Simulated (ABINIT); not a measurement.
Ge:

```
Ge
1.0
     1.39715   -2.60052    0.00000
     1.39715    2.60052    0.00000
     0.00000    0.00000    2.69823
Ge
1
Direct
  0.50000 0.50000 0.00000
```

This isn't the form of Ge at room conditions, which is diamond.

* Program: ABINIT 10.8.3 (patched build)
* Task: relaxation of cell and atoms
* Functional: PBE
* Potentials or basis: JTH PAW PBE v2.0
* Cutoff: 599 eV
* k mesh: 11 × 11 × 10
* Occupations: fermi-dirac, width 0.05 eV
* Spin: no spin polarisation

At the start: pressure -0.3 GPa; volume 19.61 Å³/atom.

Task: How do energy, volume and symmetry change on relaxing?

Result: Over 9 steps the energy falls by 5.1 meV/atom and the volume is 19.47 Å³/atom (-0.7 %); space group P6/mmm (No. 191, to 0.05 Å).

Step by step:
```
step  energy change (eV)  largest force (eV/Å)  pressure (GPa)  volume (Å³)
   1              0.0000                0.0000           -0.32        19.61
   2             -0.0008                0.0000           -0.27        19.59
   3              0.0851                0.0000            3.39        19.22
   4             -0.0037                0.0000            0.45        19.36
   5             -0.0044                0.0000           -0.40        19.61
   6             -0.0046                0.0000           -0.24        19.56
   7             -0.0048                0.0000            0.00        19.49
   8             -0.0050                0.0000            0.10        19.46
   9             -0.0051                0.0000            0.05        19.47
```

Final structure:
```
Ge
1.0
     1.42921   -2.50236    0.00000
     1.42921    2.50236    0.00000
     0.00000    0.00000    2.72208
Ge
1
Direct
  0.50000 0.50000 0.00000
```
